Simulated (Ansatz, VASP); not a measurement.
**Two plane-wave programs on Ti3Al**

```xyz
4
Lattice="2.9661 0.0000 0.0000 -1.4830 2.5687 0.0000 0.0000 0.0000 9.3478" Properties=species:S:1:pos:R:3 pbc="T T T"
Ti    0.0000    1.7125    2.3314
Ti    0.0000    1.7125    7.0164
Ti    1.4830    0.8562    0.0000
Al    1.4830    0.8562    4.6739
```

Change from the starting cell: volume scaled by 1.04.

Alike in both runs: task single point; functional PBE; k mesh 10 × 10 × 3; occupations fermi-dirac, width 0.05 eV; no spin polarisation.

```csv
,VASP,Ansatz
version,VASP 6.6.1,Ansatz 0.2.0
potentials or method,"VASP PAW PBE potentials, release 64 (Ti_sv, Al)",Ansatz PAW
plane-wave cutoff (eV),520,420
valence electrons in the cell,39,39
```

VASP gave:

- gap on the k mesh at the Fermi level (eV): none
- pressure (GPa): -3.9
- largest component of the traceless stress (GPa): 0.12
- rms of the force components (eV/Å): 0.014

Question: Which values does Ansatz return?

Answer: gap on the k mesh at the Fermi level (eV): none; pressure (GPa): -3.8; largest component of the traceless stress (GPa): 0.14; rms of the force components (eV/Å): 0.012.

Atom by atom the forces differ by 0.003 eV/Å (rms over components). A gap of «none» marks a metal or a gap that the smearing closes.
